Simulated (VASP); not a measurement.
Write the native input for VASP 6.6.1 that does the following.

```
Task                   : relaxation of cell and atoms
Functional             : vdW-DF-cx
Potentials or basis    : VASP PAW PBE potentials, release 64 (Br, K_sv)
Cutoff                 : 600 eV
k mesh                 : 7 × 7 × 7
Occupations            : fermi-dirac, width 0.05 eV
Spin                   : no spin polarisation
Further INCAR settings : ALGO = Normal; EDIFF = 1e-06; IBRION = 2; EDIFFG = -0.005; NSW = 40; ISIF = 3
```

The structure of KBr lies in POSCAR:

```
KBr
1.0
    0.0000000000      3.3000000000      3.3000000000
    3.3000000000      0.0000000000      3.3000000000
    3.3000000000      3.3000000000      0.0000000000
Br K
1 1
Direct
    0.5000000000      0.5000000000      0.5000000000
    0.0000000000      0.0000000000      0.0000000000
```

These files were run (other wordings do the same):

INCAR

```
PREC = Accurate ; ENCUT = 600
EDIFF = 1E-6 ; ISMEAR = -1
SIGMA = 0.05 ; LREAL = False
LASPH = True ; NELM = 100
ALGO = Normal ; ISIF = 3
LWAVE = False ; LCHARG = False
GGA = CX ; LUSE_VDW = True
AGGAC = 0.0 ; IBRION = 2
NSW = 40 ; EDIFFG = -0.005
```

KPOINTS

```
regular mesh
0
Gamma
  7 7 7
```

Potentials or basis: VASP PAW PBE potentials, release 64 (Br, K_sv).

Launch:

```sh
$ cat potpaw_PBE.64/Br/POTCAR potpaw_PBE.64/K_sv/POTCAR > POTCAR
$ mpirun -np 1 vasp_std > vasp.out
```

Results of the run:

| Item | Value |
| --- | --- |
| Relaxed volume | 36.13 Å³/atom |
| Relaxed cell | a = 4.675 Å, b = 4.675 Å, c = 4.675 Å, α = 60.00°, β = 60.00°, γ = 60.00° |
| Space group after relaxing (to 0.05 Å) | Fm-3m (No. 225) |
| Energy gained by relaxing | 0.0 meV/atom |
| Ionic steps | 3 |
| Pressure after relaxing | 0.0 GPa |
| Band gap on the k mesh | 4.50 eV, direct |

Caveat: the PAW data sets were made with another functional, which shifts forces and pressure a little; an odd mesh through Γ misses points on the zone boundary, where band edges often lie.

Wall time 4.8 min on 1 thread of Intel(R) Xeon(R) Platinum 8488C (Sapphire Rapids) (shared host), peak memory 0.58 GiB.
